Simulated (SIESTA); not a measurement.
Crystal: I.

```
CELL_PARAMETERS angstrom
3.63503 -2.39502 0.00000
3.63503 2.39502 0.00000
0.00000 0.00000 9.79344
ATOMIC_POSITIONS crystal
I 0.64930 0.35070 0.38440
I 0.14930 0.85070 0.11560
I 0.35070 0.64930 0.61560
I 0.85070 0.14930 0.88440
```

Base run:

* Program: SIESTA 5.4.2
* Functional: BLYP
* Potentials or basis: PseudoDojo 0.4 standard (PBE files)
* Basis: DZP (energy shift 0.003 Ry)
* Grid cutoff: 500 Ry
* Energy shift: 0.003 Ry
* k mesh: 7 × 7 × 3
* Occupations: fermi-dirac, width 0.05 eV
* Spin: no spin polarisation

Its results: band gap on the k mesh 1.21 eV, indirect (least direct gap 1.31 eV); pressure 4.4 GPa; largest force 1.659 eV/Å.

Problem. After a change of settings the same cell gave: band gap on the k mesh 1.18 eV, indirect (least direct gap 1.28 eV); pressure 0.9 GPa; largest force 1.459 eV/Å. Which change was it?
A. functional from BLYP to PBE
B. functional from BLYP to vdW-DF-cx
C. functional from BLYP to LDA; potentials or basis from PseudoDojo 0.4 standard (PBE files) to PseudoDojo 0.4 standard (LDA files)

Solution. B.

Caveats: the potentials were made for another functional, which shifts forces and pressure; spin-orbit coupling is left out, which moves the levels of the heavy elements; the basis of atomic orbitals isn't converged, which shifts pressures, moduli and gaps.

Not every run made on this cell is shown here.
